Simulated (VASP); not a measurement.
## TaN: single point with PBEsol+U

Crystal: TaN.

```
Ta N
1.0
     3.04800    0.00000    0.00000
    -1.52400    2.63965    0.00000
     0.00000    0.00000    4.91800
Ta N
2 2
Cartesian
  0.0000 0.0000 0.0000
  0.0000 0.0000 2.4590
  0.0000 1.7598 1.2295
  1.5240 0.8799 3.6885
```

```
Program                : VASP 6.6.1
Task                   : single point
Functional             : PBEsol
Potentials or basis    : VASP PAW PBE potentials, release 64 (Ta_pv, N)
Cutoff                 : 520 eV
k mesh                 : 7 × 7 × 4
Occupations            : gaussian, width 0.05 eV
Spin                   : collinear spin, typed start
Starting moments       : [2.0, 2.0, 0.0, 0.0] μB
Hubbard terms          : Ta d U = 4.0 eV
Dipole correction      : no
Further INCAR settings : ALGO = Normal; EDIFF = 1e-06; NBANDS = 28
```

| Item | Value |
| --- | --- |
| Pressure | 64.7 GPa |
| Band gap on the k mesh | none (metal or under the smearing width) |
| Net moment | 0.00 μB per cell |
| Valence electrons inside the program's atomic spheres | Ta 9.26; N 3.83 |

Stress tensor (GPa, compression positive):
```
 34.03   0.00   0.00
  0.00  34.03   0.00
  0.00   0.00 126.01
```

Levels at points of the mesh, in eV from the Fermi level:
Spin up:
| k point | band 12 | band 13 | band 14 | band 15 | band 16 | band 17 | band 18 | band 19 | band 20 | band 21 |
| --- | --- | --- | --- | --- | --- | --- | --- | --- | --- | --- |
| (0.00, 0.00, 0.00) | -5.53 | -3.92 | -3.92 | -3.91 | -1.75 | -1.75 | -0.42 | -0.42 | 2.39 | 3.83 |
| (0.00, 0.00, 0.50) | -6.46 | -6.46 | -6.46 | -0.28 | -0.28 | 0.11 | 0.11 | 0.11 | 0.11 | 4.71 |
Spin down:
```csv
k point,band 14,band 15,band 16,band 17,band 18,band 19
"(0.00, 0.00, 0.00)",-3.92,-3.91,-1.74,-1.74,-0.42,-0.42
"(0.00, 0.00, 0.50)",-6.46,-0.28,-0.28,0.12,0.12,0.12
```

Eigenvalues of the final occupation matrices:
```tsv
site	spin	trace	eigenvalues
site 1 d	1	1.33	0.22 0.22 0.26 0.26 0.39
site 1 d	2	1.33	0.22 0.22 0.26 0.26 0.39
site 2 d	1	1.33	0.22 0.22 0.26 0.26 0.39
site 2 d	2	1.33	0.22 0.22 0.26 0.26 0.39
```

Run time: 23 s on 1 thread of Intel(R) Xeon(R) 6975P-C (Granite Rapids), on a shared host, peak memory 0.19 GiB.

Caveat: a pressure of tens of GPa on the cell as given is suspect, and the run, the potentials or the cell itself is likely at fault; the PAW data sets were made with another functional, which shifts forces and pressure a little. The state reached can hang on the start; a lower one may exist.
